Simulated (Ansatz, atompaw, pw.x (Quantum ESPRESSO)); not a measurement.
# What a changed setting does to a pw.x run (bcc Si)

Potential: PAW, atompaw 4.2.0.5, PBE; core [Ne], reference 3s2 3p2; waves: 3s (bound): rc 2.10 bohr; 3s channel at 0.95 Ry: rc 2.10 bohr; 3p (bound): rc 2.10 bohr; 3p channel at 0.15 Ry: rc 1.85 bohr; 3d channel at 0.35 Ry: rc 2.10 bohr; 3d channel at 1.35 Ry: rc 2.10 bohr; local part: troulliermartins scheme with l = 3 at 0.5 Ry, radius 1.55 bohr; core correction: smooth core density matched at 1.45 bohr; augmentation: sinc compensation charge, radius 1.80 bohr; PAW radius 2.10 bohr; waves and projectors: custom rrkj gramschmidtortho.

The reference run (k-mesh 15³, cutoffs 40/400 Ry, Fermi–Dirac 0.01 Ry, mixing_beta 0.4, conv_thr 1e-9, no spin) gives 0.26 GPa at 14.593 Å³/atom, where all-electron LAPW gives 0.35 GPa. This run, with its own iteration cap, changes tot_charge to -2, a wrong or extreme entry chosen on purpose.

```
&control
  calculation='scf', prefix='x', pseudo_dir='./', outdir='./tmp', tstress=.true., disk_io='none'
/
&system
  ibrav=0, nat=1, ntyp=1, ecutwfc=40, ecutrho=400, nbnd=9,
  occupations='smearing', smearing='fd', degauss=0.01, tot_charge=-2
/
&electrons
  conv_thr=1e-09, mixing_beta=0.4, electron_maxstep=70
/
ATOMIC_SPECIES
Si 1.0 Si.UPF
CELL_PARAMETERS angstrom
  -1.53943562 1.53943562 1.53943562
  1.53943562 -1.53943562 1.53943562
  1.53943562 1.53943562 -1.53943562
ATOMIC_POSITIONS crystal
Si 0.0000 0.0000 0.0000
K_POINTS automatic
15 15 15 0 0 0
```

```bash
pw.x < Si.scf.in > Si.scf.out
```

Q: How does the run end?

A: It converges in 10 iterations; the free energy moves by +24.37 eV/atom and the pressure by +332.57 GPa. The cell is charged against a uniform background, so energy and pressure depend on the zero of the potential and are not those of the crystal.

```
Message from routine setup:
     using ibrav=0 with symmetry is DISCOURAGED, use correct ibrav instead
     lattice parameter (alat)  =       5.0387  a.u.
     unit-cell volume          =      98.4784 (a.u.)^3
     number of electrons       =         6.00
     number of Kohn-Sham states=            9
     kinetic-energy cutoff     =      40.0000  Ry
     charge density cutoff     =     400.0000  Ry
     scf convergence threshold =      1.0E-09
     Exchange-correlation= SLA PW PBX PBC
     number of k points=   120  Fermi-Dirac smearing, width (Ry)=  0.0100
     negative rho (up, down):  4.093E-03 0.000E+00
     iteration #  1     ecut=    40.00 Ry     beta= 0.40
     negative rho (up, down):  7.408E-03 0.000E+00
     total energy              =     -44.90326759 Ry
     estimated scf accuracy    <       0.01229682 Ry
     iteration #  2     ecut=    40.00 Ry     beta= 0.40
     negative rho (up, down):  1.343E-02 0.000E+00
     total energy              =     -44.89860486 Ry
     estimated scf accuracy    <       0.00354549 Ry
     iteration #  3     ecut=    40.00 Ry     beta= 0.40
     negative rho (up, down):  1.393E-02 0.000E+00
     total energy              =     -44.89898642 Ry
     estimated scf accuracy    <       0.00001199 Ry
     [... 4 iterations left out ...]
     iteration #  8     ecut=    40.00 Ry     beta= 0.40
     negative rho (up, down):  1.389E-02 0.000E+00
     total energy              =     -44.89921138 Ry
     estimated scf accuracy    <       0.00000002 Ry
     iteration #  9     ecut=    40.00 Ry     beta= 0.40
     negative rho (up, down):  1.390E-02 0.000E+00
     total energy              =     -44.89921137 Ry
     estimated scf accuracy    <       0.00000002 Ry
     iteration # 10     ecut=    40.00 Ry     beta= 0.40
     negative rho (up, down):  1.389E-02 0.000E+00
     the Fermi energy is    13.8201 ev
!    total energy              =     -44.89921137 Ry
     estimated scf accuracy    <          3.1E-10 Ry
     smearing contrib. (-TS)   =      -0.00209115 Ry
     The total energy is F=E-TS. E is the sum of the following terms:
     one-electron contribution =       8.66920091 Ry
     hartree contribution      =       0.07331302 Ry
     xc contribution           =      -4.92050103 Ry
     ewald contribution        =     -10.00782043 Ry
     one-center paw contrib.   =     -38.71131270 Ry
     convergence has been achieved in  10 iterations
     negative rho (up, down):  1.389E-02 0.000E+00
          total   stress  (Ry/bohr**3)                   (kbar)     P=     3328.29
     Message from routine punch:
     Nothing written, as per user request (disk_io='none')
```

The run took about 11 s on one core of a shared host (Intel(R) Xeon(R) 6975P-C, 192 threads, 1512 GiB, load 71).
